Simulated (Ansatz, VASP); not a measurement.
BaTiO3: equilibrium volume by level of theory

**What was measured.** The equilibrium volume of BaTiO3 (Pm-3m) is reported as 12.89 Å³/atom (pmc:7004307, doi:10.1371/journal.pone.0228644). The runs below try to reproduce it.

Space group Pm-3m (No. 221). a = 4.006 Å, b = 4.006 Å, c = 4.006 Å, α = 90.00°, β = 90.00°, γ = 90.00°
```tsv
atom	site	symmetry	x	y	z
Ba	1b	m-3m	0.5000	0.5000	0.5000
Ti	1a	m-3m	0.0000	0.0000	0.0000
O	3d	4/mm.m	0.0000	0.0000	0.5000
```

| rung | level | program and potentials | cutoff (eV) | k mesh | smearing | task | equilibrium volume (Å³/atom) | miss | notes |
| --- | --- | --- | --- | --- | --- | --- | --- | --- | --- |
| GGA | PBE | Ansatz, Ansatz PAW (earlier soft set) | 420 | 7 × 7 × 7 | fermi-dirac 0.05 | equation of state | 12.99 | +0.8 % | - |
| GGA | PBE | Ansatz, all-electron LAPW, scalar-relativistic | - | 7 × 7 × 7 | fermi-dirac 0.05 | equation of state | 12.99 | +0.8 % | - |
| GGA | PBE | VASP, PBE PAW files Ba_sv, O, Ti_sv, 520 eV | 520 | 7 × 7 × 7 | fermi-dirac 0.05 | equation of state | 13.13 | +1.9 % | - |
| meta-GGA | SCAN | VASP, PBE PAW files Ba_sv, O, Ti_sv, 600 eV | 600 | 7 × 7 × 7 | gaussian 0.05 | relaxation of cell and atoms | 12.81 | -0.6 % | potentials made for PBE |
| meta-GGA | r2SCAN | VASP, PBE PAW files Ba_sv, O, Ti_sv, 600 eV | 600 | 7 × 7 × 7 | gaussian 0.05 | relaxation of cell and atoms | 12.87 | -0.2 % | potentials made for PBE |
| meta-GGA + dispersion | r2SCAN+D4 | VASP, PBE PAW files Ba_sv, O, Ti_sv, 600 eV | 600 | 7 × 7 × 7 | gaussian 0.05 | relaxation of cell and atoms | 12.80 | -0.7 % | potentials made for PBE |

All rows: no spin polarisation. Smearing widths are in eV. Meshes are those of the run's cell of 5 atoms unless a note names another. Relaxations start from the cell shown or near it and stop with a little pressure left. Misses use the values as printed. Runs on faulty files, with rough fits or with known faults for this quantity aren't shown. No row holds spin-orbit coupling.

By rung: GGA 12.99 to 13.13; meta-GGA 12.81 to 12.87; meta-GGA + dispersion 12.80 (Å³/atom). Measured: 12.89 Å³/atom (pmc:7004307, doi:10.1371/journal.pone.0228644). Closest is r2SCAN (-0.2 %), and PBE misses by +0.8 % to +1.9 % on plain settings. The runs are for a static lattice, while measurements hold temperature and zero-point motion.
